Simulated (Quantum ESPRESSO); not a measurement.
# GaSb (F-43m) in Quantum ESPRESSO: a series of runs

One crystal, GaSb, is run at these levels: PBE, LDA, PBEsol; tasks: band structure.

Program: Quantum ESPRESSO 7.5. These are calculated values, not measurements. Logs are shortened: lines on timing, memory, paths and dates and some standing lists are left out, and cuts for length are marked.

**What was measured.**

From a printed reference work, data compilation, for a bulk crystal of GaSb at 4.2 K: band gap 0.811 eV (direct).

How close the calculation comes is told below.

### Step 1. The crystal as given

Symmetry: F-43m, No. 216, cubic system. The conventional cell has a = 6.118 Å, b = 6.118 Å, c = 6.118 Å, α = 90.00°, β = 90.00°, γ = 90.00°. Sb (site symmetry -43m) is surrounded by 4 Ga at 2.65 Å. Around Ga (site symmetry -43m) lie 4 Sb at 2.65 Å.

### Step 2. Band structure, PBE, spin-orbit coupling, no magnetisation

Contents of pw.in:

```
&CONTROL
  calculation = 'scf'
  prefix = 'pwscf'
  outdir = './tmp'
  pseudo_dir = './pseudo'
  tprnfor = .true.
  tstress = .true.
  disk_io = 'low'
/
&SYSTEM
  ibrav = 0
  A = 4.32607929
  nat = 2
  ntyp = 2
  ecutwfc = 80
  nbnd = 42
  occupations = 'smearing'
  smearing = 'fd'
  degauss = 0.00367493
  noncolin = .true.
  lspinorb = .true.
/
&ELECTRONS
  conv_thr = 4d-10
  electron_maxstep = 120
  mixing_beta = 0.5
/
ATOMIC_SPECIES
Sb   121.7600 Sb.upf
Ga    69.7230 Ga.upf
CELL_PARAMETERS alat
   0.0000000000    0.7071067807    0.7071067807
   0.7071067807    0.0000000000    0.7071067807
   0.7071067807    0.7071067807    0.0000000000
ATOMIC_POSITIONS alat
Sb     1.0606601711    1.0606601711    1.0606601711
Ga     0.0000000000    0.0000000000    0.0000000000
K_POINTS automatic
8 8 8 0 0 0
```

Contents of bands.in:

```
&CONTROL
  calculation = 'bands'
  prefix = 'pwscf'
  outdir = './tmp'
  pseudo_dir = './pseudo'
  disk_io = 'low'
  verbosity = 'high'
/
&SYSTEM
  ibrav = 0
  A = 4.32607929
  nat = 2
  ntyp = 2
  ecutwfc = 80
  nbnd = 42
  occupations = 'smearing'
  smearing = 'fd'
  degauss = 0.00367493
  noncolin = .true.
  lspinorb = .true.
/
&ELECTRONS
  conv_thr = 1d-08
  electron_maxstep = 120
  mixing_beta = 0.5
  diago_full_acc = .true.
/
ATOMIC_SPECIES
Sb   121.7600 Sb.upf
Ga    69.7230 Ga.upf
CELL_PARAMETERS alat
   0.0000000000    0.7071067807    0.7071067807
   0.7071067807    0.0000000000    0.7071067807
   0.7071067807    0.7071067807    0.0000000000
ATOMIC_POSITIONS alat
Sb     1.0606601711    1.0606601711    1.0606601711
Ga     0.0000000000    0.0000000000    0.0000000000
K_POINTS crystal
60
 0.0000000000  0.0000000000  0.0000000000 1
 0.0625000000  0.0000000000  0.0625000000 1
 0.1250000000  0.0000000000  0.1250000000 1
 0.1875000000  0.0000000000  0.1875000000 1
 0.2500000000  0.0000000000  0.2500000000 1
 0.3125000000  0.0000000000  0.3125000000 1
 0.3750000000  0.0000000000  0.3750000000 1
 0.4375000000  0.0000000000  0.4375000000 1
 0.5000000000  0.0000000000  0.5000000000 1
 0.5000000000  0.0625000000  0.5625000000 1
 0.5000000000  0.1250000000  0.6250000000 1
 0.5000000000  0.1875000000  0.6875000000 1
 0.5000000000  0.2500000000  0.7500000000 1
 0.4375000000  0.3125000000  0.7500000000 1
 0.3750000000  0.3750000000  0.7500000000 1
 0.3375000000  0.3375000000  0.6750000000 1
 0.3000000000  0.3000000000  0.6000000000 1
 0.2625000000  0.2625000000  0.5250000000 1
 0.2250000000  0.2250000000  0.4500000000 1
 0.1875000000  0.1875000000  0.3750000000 1
 0.1500000000  0.1500000000  0.3000000000 1
 0.1125000000  0.1125000000  0.2250000000 1
 0.0750000000  0.0750000000  0.1500000000 1
 0.0375000000  0.0375000000  0.0750000000 1
 0.0000000000  0.0000000000  0.0000000000 1
 0.0625000000  0.0625000000  0.0625000000 1
 0.1250000000  0.1250000000  0.1250000000 1
 0.1875000000  0.1875000000  0.1875000000 1
 0.2500000000  0.2500000000  0.2500000000 1
 0.3125000000  0.3125000000  0.3125000000 1
 0.3750000000  0.3750000000  0.3750000000 1
 0.4375000000  0.4375000000  0.4375000000 1
 0.5000000000  0.5000000000  0.5000000000 1
 0.5250000000  0.4500000000  0.5250000000 1
 0.5500000000  0.4000000000  0.5500000000 1
 0.5750000000  0.3500000000  0.5750000000 1
 0.6000000000  0.3000000000  0.6000000000 1
 0.6250000000  0.2500000000  0.6250000000 1
 0.5833333333  0.2500000000  0.6666666667 1
 0.5416666667  0.2500000000  0.7083333333 1
 0.5000000000  0.2500000000  0.7500000000 1
 0.5000000000  0.2857142857  0.7142857143 1
 0.5000000000  0.3214285714  0.6785714286 1
 0.5000000000  0.3571428571  0.6428571429 1
 0.5000000000  0.3928571429  0.6071428571 1
 0.5000000000  0.4285714286  0.5714285714 1
 0.5000000000  0.4642857143  0.5357142857 1
 0.5000000000  0.5000000000  0.5000000000 1
 0.4821428571  0.4821428571  0.5357142857 1
 0.4642857143  0.4642857143  0.5714285714 1
 0.4464285714  0.4464285714  0.6071428571 1
 0.4285714286  0.4285714286  0.6428571429 1
 0.4107142857  0.4107142857  0.6785714286 1
 0.3928571429  0.3928571429  0.7142857143 1
 0.3750000000  0.3750000000  0.7500000000 1
 0.6250000000  0.2500000000  0.6250000000 1
 0.5937500000  0.1875000000  0.5937500000 1
 0.5625000000  0.1250000000  0.5625000000 1
 0.5312500000  0.0625000000  0.5312500000 1
 0.5000000000  0.0000000000  0.5000000000 1
```

Potentials or basis: PseudoDojo 0.4 FR PBE standard.

On the command line:

```sh
$ OMP_NUM_THREADS=1 pw.x -in pw.in > pw.out
$ OMP_NUM_THREADS=1 pw.x -in bands.in > bands.out
```

pw.out:

```text
This program is part of the open-source Quantum ESPRESSO suite
     for quantum simulation of materials; please cite
[... 9 lines left out ...]
     --------------------
     sticks:   dense  smooth     PW     G-vecs:    dense   smooth      PW
     Sum        1483    1483    433                37461    37461    5817

     Using Slab Decomposition

     bravais-lattice index     =            0
     lattice parameter (alat)  =       8.1751  a.u.
     unit-cell volume          =     386.3359 (a.u.)^3
     number of atoms/cell      =            2
     number of atomic types    =            2
     number of electrons       =        28.00
     number of Kohn-Sham states=           42
     kinetic-energy cutoff     =      80.0000  Ry
     charge density cutoff     =     320.0000  Ry
     scf convergence threshold =      4.0E-10
     mixing beta               =       0.5000
     number of iterations used =            8  plain     mixing
     Exchange-correlation= PBE
                           (   1   4   3   4   0   0   0)
     Non magnetic calculation with spin-orbit

     celldm(1)=   8.175105  celldm(2)=   0.000000  celldm(3)=   0.000000
     celldm(4)=   0.000000  celldm(5)=   0.000000  celldm(6)=   0.000000

     crystal axes: (cart. coord. in units of alat)
               a(1) = (   0.000000   0.707107   0.707107 )
               a(2) = (   0.707107   0.000000   0.707107 )
               a(3) = (   0.707107   0.707107   0.000000 )

     reciprocal axes: (cart. coord. in units 2 pi/alat)
               b(1) = ( -0.707107  0.707107  0.707107 )
               b(2) = (  0.707107 -0.707107  0.707107 )
               b(3) = (  0.707107  0.707107 -0.707107 )

     PseudoPot. # 1 for Sb read from file:
     Sb.upf
     Pseudo is Norm-conserving + core correction, Zval = 15.0
     Generated using ONCVPSP code by D. R. Hamann
     Using radial grid of 1468 points, 10 beta functions with:
                l(1) =   0
                l(2) =   0
                l(3) =   1
                l(4) =   1
                l(5) =   1
                l(6) =   1
                l(7) =   2
                l(8) =   2
                l(9) =   2
               l(10) =   2

     PseudoPot. # 2 for Ga read from file:
     Ga.upf
     Pseudo is Norm-conserving + core correction, Zval = 13.0
     Generated using ONCVPSP code by D. R. Hamann
     Using radial grid of 1926 points, 10 beta functions with:
                l(1) =   0
                l(2) =   0
                l(3) =   1
                l(4) =   1
                l(5) =   1
                l(6) =   1
                l(7) =   2
                l(8) =   2
                l(9) =   2
               l(10) =   2

     atomic species   valence    mass     pseudopotential
     Sb               15.00   121.76000     Sb( 1.00)
     Ga               13.00    69.72300     Ga( 1.00)

     24 Sym. Ops. (no inversion) found

   Cartesian axes

     site n.     atom                  positions (alat units)
         1        Sb     tau(   1) = (   1.0606602   1.0606602   1.0606602  )
         2        Ga     tau(   2) = (   0.0000000   0.0000000   0.0000000  )

     number of k points=    29  Fermi-Dirac smearing, width (Ry)=  0.0037
                       cart. coord. in units 2pi/alat
        k(    1) = (   0.0000000   0.0000000   0.0000000), wk =   0.0019531
        k(    2) = (   0.0883883   0.0883883  -0.0883883), wk =   0.0156250
        k(    3) = (   0.1767767   0.1767767  -0.1767767), wk =   0.0156250
        k(    4) = (   0.2651650   0.2651650  -0.2651650), wk =   0.0156250
        k(    5) = (  -0.3535534  -0.3535534   0.3535534), wk =   0.0078125
        k(    6) = (   0.1767767   0.0000000   0.0000000), wk =   0.0117188
[... 21 lines left out ...]
        k(   28) = (  -0.7071068   0.1767767   0.0000000), wk =   0.0234375
        k(   29) = (  -0.7071068   0.3535534   0.0000000), wk =   0.0117188

     Dense  grid:    37461 G-vectors     FFT dimensions: (  48,  48,  48)

     Initial potential from superposition of free atoms

[... 54 lines left out ...]
   -19.9472 -19.9472  -6.9473  -6.9473  -6.9473  -6.9473  -6.5105  -6.5105
    -6.4773  -6.4773  -6.4773  -6.4773  -3.1420  -3.1420   7.8393   7.8393
     8.3758   8.3758   8.5543   8.5543   8.5543   8.5543  10.9801  10.9801
    11.1948  11.1948  11.1948  11.1948  14.1758  14.1758  17.0862  17.0862
    17.0862  17.0862

          k = 0.0884 0.0884-0.0884 (  4684 PWs)   bands (ev):
[... 82 lines left out ...]
   -21.1900 -21.1900 -21.1892 -21.1890 -19.9574 -19.9570 -19.9474 -19.9472
   -19.9453 -19.9452  -6.9565  -6.9517  -6.9424  -6.9421  -6.5178  -6.5042
    -6.4864  -6.4829  -6.4736  -6.4695  -2.1941  -2.1920   3.5897   3.6571
     6.1287   6.3241   7.5714   7.6042   9.8929  10.0229  12.0742  12.0835
    12.2531  12.2622  13.6608  13.6657  15.3959  15.4107  16.3632  16.3724
    17.7265  17.8101

          k = 0.0000-0.1768 0.1768 (  4683 PWs)   bands (ev):

   -21.1903 -21.1903 -21.1899 -21.1898 -19.9581 -19.9580 -19.9473 -19.9472
   -19.9463 -19.9462  -6.9512  -6.9507  -6.9455  -6.9435  -6.5134  -6.5081
    -6.4821  -6.4801  -6.4768  -6.4724  -2.7225  -2.7216   5.1529   5.2480
     6.7937   7.0395   8.0141   8.0631   9.8745  10.0459  11.5431  11.5654
    11.6756  11.6772  12.8562  12.9416  15.3605  15.3741  15.9733  15.9897
    16.2304  16.2503

          k = 0.3536 0.0000 0.0000 (  4664 PWs)   bands (ev):

   -21.1900 -21.1900 -21.1892 -21.1892 -19.9575 -19.9575 -19.9465 -19.9465
   -19.9460 -19.9460  -6.9548  -6.9548  -6.9414  -6.9414  -6.5128  -6.5128
    -6.4776  -6.4776  -6.4760  -6.4760  -2.3078  -2.3078   4.2626   4.2626
     6.5123   6.5123   6.8012   6.8012   9.5979   9.5979  11.0591  11.0591
    13.7784  13.7784  13.9344  13.9344  14.8647  14.8647  17.4752  17.4752
    17.9376  17.9376
[... 21 lines left out ...]
   -21.1895 -21.1894 -21.1886 -21.1882 -19.9566 -19.9556 -19.9469 -19.9464
   -19.9447 -19.9446  -6.9679  -6.9529  -6.9402  -6.9332  -6.5297  -6.4946
    -6.4904  -6.4824  -6.4695  -6.4679  -1.1243  -1.1232   1.9901   2.0863
     4.7622   4.9691   6.6024   6.6236  10.0712  10.1203  12.9000  13.0577
    13.7035  13.7096  14.6186  14.6698  15.4898  15.5504  16.6025  16.6178
    18.8374  18.8426

          k = 0.0000-0.3536 0.3536 (  4672 PWs)   bands (ev):

   -21.1897 -21.1896 -21.1890 -21.1885 -19.9569 -19.9561 -19.9472 -19.9467
   -19.9450 -19.9448  -6.9640  -6.9528  -6.9405  -6.9362  -6.5257  -6.4974
    -6.4898  -6.4824  -6.4710  -6.4685  -1.6402  -1.6369   2.7505   2.8586
     5.0067   5.2299   7.0895   7.1117  10.2905  10.3734  12.8318  12.9472
    13.0481  13.1595  13.3575  13.4989  15.4621  15.4789  16.9570  17.0041
    18.9868  19.0754

          k = 0.5303 0.0000-0.0000 (  4672 PWs)   bands (ev):

   -21.1897 -21.1897 -21.1883 -21.1883 -19.9567 -19.9567 -19.9460 -19.9460
   -19.9450 -19.9450  -6.9595  -6.9595  -6.9378  -6.9378  -6.5161  -6.5161
    -6.4763  -6.4763  -6.4731  -6.4731  -1.3779  -1.3779   2.4938   2.4938
     5.8519   5.8519   6.1144   6.1144   9.2300   9.2300  10.1423  10.1423
    15.6486  15.6486  15.8819  15.8819  16.7280  16.7280  19.0085  19.0085
    19.5189  19.5189
[... 93 lines left out ...]
   -21.1895 -21.1886 -21.1884 -21.1882 -19.9565 -19.9552 -19.9457 -19.9456
   -19.9453 -19.9450  -6.9721  -6.9538  -6.9366  -6.9314  -6.5355  -6.4921
    -6.4871  -6.4805  -6.4710  -6.4673  -0.6512  -0.6448   1.5999   1.7143
     4.7842   5.1115   5.2195   5.2361  11.7965  12.1849  12.6551  12.7016
    12.7188  12.8125  13.1089  13.1196  18.0817  18.5016  18.5331  18.6224
    19.7089  19.9335

     the Fermi energy is     8.5512 ev

!    total energy              =    -334.79393265 Ry
     estimated scf accuracy    <          1.5E-10 Ry
     smearing contrib. (-TS)   =      -0.00003339 Ry
     internal energy E=F+TS    =    -334.79389927 Ry

     The total energy is F=E-TS. E is the sum of the following terms:
     one-electron contribution =    -165.15134390 Ry
     hartree contribution      =     100.97856495 Ry
     xc contribution           =     -87.32144454 Ry
     ewald contribution        =    -183.29967578 Ry

     convergence has been achieved in   8 iterations

     Forces acting on atoms (cartesian axes, Ry/au):

     atom    1 type  1   force =    -0.00000000   -0.00000000   -0.00000000
     atom    2 type  2   force =     0.00000000    0.00000000    0.00000000

     Total force =     0.000000     Total SCF correction =     0.000000

     Computing stress (Cartesian axis) and pressure

          total   stress  (Ry/bohr**3)                   (kbar)     P=       24.42
   0.00016600   0.00000000   0.00000000           24.42        0.00        0.00
   0.00000000   0.00016600   0.00000000            0.00       24.42        0.00
   0.00000000   0.00000000   0.00016600            0.00        0.00       24.42

=------------------------------------------------------------------------------=
   JOB DONE.
=------------------------------------------------------------------------------=
```

It took 6.7 min on 1 thread of Arm Neoverse V2, shared host; peak memory 0.43 GiB.

Results:

```
Free energy            : -4555.1035 eV
Pressure               : 2.4 GPa
Band gap on the k mesh : none (metal or under the smearing width)
```

Levels at the corners of the path, in eV from the Fermi level:
```
point  band 26  band 27  band 28  band 29  band 30  band 31
    Γ    -0.18     0.00     0.00     0.00     0.00     2.43
    X    -2.93    -2.67    -2.67     0.69     0.69     1.04
    W    -3.44    -3.33    -3.31     3.25     3.63     4.10
    K    -3.74    -2.42    -2.40     1.18     1.21     3.59
    Γ    -0.18     0.00     0.00     0.00     0.00     2.43
    L    -1.59    -1.18    -1.18     0.19     0.19     3.48
    U    -3.74    -2.42    -2.40     1.18     1.21     3.59
    W    -3.44    -3.33    -3.31     3.25     3.63     4.10
    L    -1.59    -1.18    -1.18     0.19     0.19     3.48
    K    -3.74    -2.42    -2.40     1.18     1.21     3.59
    U    -3.74    -2.42    -2.40     1.18     1.21     3.59
    X    -2.93    -2.67    -2.67     0.69     0.69     1.04
```

Caveat: this crystal is a semiconductor, whose small gap the functional closes, so the metal is an error of the method.

[end of part 1 of 2]
